Band gaps of black phosphorus (Cmce, 4 atoms per cell, fixed geometry) from Kohn-Sham DFT in the programs named, with PBE and without spin polarisation or spin-orbit coupling. Gaps are taken on an 8×8×6 k mesh with Fermi-Dirac smearing of 0.05 eV. The basis column gives the plane-wave cutoff in eV, or the target basis error for LAPW.

```
         program                              potentials                      basis  gap (eV)  direct gap (eV)  gap less the median of the rows (eV)
         Octopus                          pseudodojo_pbe                    default     0.093            0.093                                -0.002
          SIRIUS              dojo sr pbe 0.4.1 standard                     611 eV     0.094              n/a                                -0.001
          ABACUS     PseudoDojo NC SR 0.4.1 PBE standard                     599 eV     0.094            0.094                                -0.001
            GPAW    GPAW PAW data sets (gpaw data 1.2.1)                     600 eV     0.095            0.095                                 0.000
          Ansatz                              Ansatz PAW                     420 eV     0.095            0.095                                 0.000
Quantum ESPRESSO                 SSSP 1.3 efficiency PBE                     748 eV     0.097            0.097                                 0.002
          ABINIT                        JTH PAW PBE v2.0                     544 eV     0.100            0.100                                 0.005
     Ansatz LAPW  all electron LAPW, scalar relativistic  0.001 eV/atom basis error     0.100            0.100                                 0.005
            VASP    VASP PAW PBE potentials, recommended                     520 eV     0.110            0.110                                 0.015
```

All nine rows describe the same crystal of black phosphorus with the same density functional, so they should give the same gap. Eight of them nearly do: their gaps lie within 7 meV of one another. VASP breaks the pattern, with a gap 10 meV above the next highest value. That step is wider than the whole spread of the other eight rows.

The size of the break depends on what it is measured from. The column "gap less the median of the rows" puts VASP 15 meV too high, but a median counts votes, and three of these votes come from one family of potentials, PseudoDojo. The better reference is the row Ansatz LAPW, which treats all electrons explicitly and uses no pseudopotential. The simple model is then that every program should reproduce the all-electron gap of 0.100 eV, with no adjustable constant. Against it VASP is 10 meV too high, ABINIT agrees to the printed digits, and the other six rows are 3 to 7 meV too low. VASP stands apart by either measure.

The three PseudoDojo rows help to separate the program from the potential. Octopus represents the electrons on a grid in real space, SIRIUS and ABACUS in plane waves, yet their unrounded gaps agree within half a meV. This holds although the total energy from Octopus is about 31 meV per cell higher than that from SIRIUS. A gap is a difference between two levels, so whatever the two levels share drops out of it. The origin of the 31 meV is not traced here; the force from Octopus is also about 2% larger than that from SIRIUS.

The opposite comparison keeps the program and changes the treatment of the atom. Ansatz with PAW data gives a gap 5 meV below Ansatz with the all-electron method. The basis changes too in this pair, so the comparison is not perfectly clean. Together with the PseudoDojo rows, however, it suggests where the larger differences arise: they seem to follow the description of the phosphorus atom more closely than the name of the program.

A pseudopotential or PAW data set keeps the inner electrons as they are in a free atom and replaces the rapid oscillations of the valence electrons near the nucleus by something smoother. It is built to scatter valence electrons as the true atom does, but it does so only approximately. Electrons of s, p and d character feel the region near the nucleus differently, so a small error there moves levels of different character by different amounts. A shift common to all levels leaves a gap unchanged; unequal shifts change it. The runs give no orbital characters, so this picture is not tested level by level.

The levels at the zone centre show such unequal shifts. Measured from the top of the valence band, the second empty level there lies 25 meV higher in VASP than in the all-electron calculation, and two of the deeper filled levels lie 17 and 18 meV higher, while the highest filled level agrees within about 1 meV. The bands are therefore not displaced as a block. The gap is one visible part of a wider rearrangement.

The zone centre also shows why the break looks so large. The smallest gap on the mesh lies elsewhere in the zone; at the centre, filled and empty levels are 1.777 eV apart in the all-electron row. VASP exceeds this much wider separation by the same 10 meV. The error is thus about 10% of the gap but only 0.6% of the separation at the zone centre. A narrow gap does not create the error; it leaves little to compare it with. The two errors need not be equal: GPAW is 5 meV too low at the gap and 10 meV too low at the zone centre. They do share their sign. The five rows with a low gap that list these levels are 7 to 10 meV too low at the centre, and ABINIT is within about 1 meV at both places, so VASP is the far end of a common pattern.

The forces, which also depend on how the atom is described, set VASP apart as well: every row with too low a gap has too large a force, and VASP has the opposite signs. The atoms of this cell are not at rest, and the all-electron calculation finds a force of 0.335 eV/Å on each. VASP gives 14% less, while ABINIT agrees within 0.1%. Since ABINIT also freezes the inner electrons, freezing them need not by itself cost 10 meV in the gap. The likely cause of the break is the particular phosphorus data set used in VASP, but program and data set change together in this row, so the table cannot separate them. Repeating the run with a harder phosphorus set, and with a higher cutoff, would test this.

A good gap is no certificate for the other results of a run, however. GPAW lies only 5 meV below the all-electron gap and looks ordinary in the table, yet its force is 14% too large, a miss as big as that of VASP with the opposite sign. The gap compares two levels, whereas a force responds to the whole electron density around an atom. Whether the data set or the numerical settings cause the GPAW miss is not tested here. Both should be judged on the quantity that will be used: levels for electronic properties, forces for relaxed structures and vibrations.

Whether 10 meV matters can be judged from the electrons excited thermally across the gap. Their number varies roughly as exp(−E/2kT), where E is the gap, k the Boltzmann constant and T the temperature. At 300 K, 2kT is about 0.052 eV. The 0.010 eV between VASP and the all-electron row then changes the number of carriers by exp(0.010/0.052), a factor of about 1.2.

The shortfall common to all rows weighs far more. The measured gap is roughly 0.3 eV, a recalled value, so the all-electron gap falls short by about 0.2 eV. The same estimate gives exp(0.2/0.052), a factor of some tens. Only the order of magnitude counts here, because the formula is rough and the cell is not the measured crystal. It holds over 20 Å³ per atom against a recalled 19 or so, stands under about 2 GPa and has forces on its atoms. PBE is known to give gaps that are too small, but how much of this shortfall is due to the functional and how much to the geometry, in either direction, is not tested here. For predicting carrier numbers, replacing one program by another in this table changes little; a better treatment of the gap itself is needed.

The gap of 0.100 eV also belongs to the chosen settings. The smearing width of 0.05 eV is half the gap, so the two edge levels lie about one width from the Fermi energy and are partly filled in every run. The mesh of k points matters too. The band edges may come closer between these points, and the gap could even close there. All programs share the mesh, so the comparison between them suffers much less than the value itself. A finer mesh around the band edge is needed before the crystal is called a semiconductor on the strength of these numbers. The printed analysis below lists the differences in gap and force for every row.

Output of the analysis:

```
Gap and force against the all-electron row:
               row  gap difference meV  force eV/A  force difference percent
           Octopus                  -7      0.3597                     7.437
            SIRIUS                  -6      0.3527                     5.325
            ABACUS                  -6      0.3524                     5.252
              GPAW                  -5      0.3812                     13.84
            Ansatz                  -5      0.3378                    0.9019
  Quantum ESPRESSO                  -3       0.354                     5.713
            ABINIT                   0       0.335                   0.04667
       Ansatz LAPW                   0      0.3348                         0
              VASP                  10      0.2872                    -14.23
VASP gap less all-electron gap, meV: 10
the same in percent of the all-electron gap: 10
spread of the eight other gaps, meV: 7
VASP gap less the next highest, meV: 10
median of all rows less all-electron gap, meV: -5
spread of the three PseudoDojo gaps, meV: 0.442
Octopus total energy less SIRIUS, meV per cell: 30.85
zone-centre separation, all-electron, eV: 1.777
zone-centre separation, VASP less all-electron, meV: 10
the same in percent: 0.5627
zone-centre separation, GPAW less all-electron, meV: -10
zone-centre separation, ABINIT less all-electron, meV: 1
second upper zone-centre level, VASP less all-electron, meV: 25
pressure, VASP less all-electron, GPa: -0.3548
pressure, GPAW less all-electron, GPa: 0.2706
thermal carrier factor for the VASP to all-electron gap difference: 1.213
thermal carrier factor for all-electron PBE gap to roughly 0.3 eV: 47.85
```
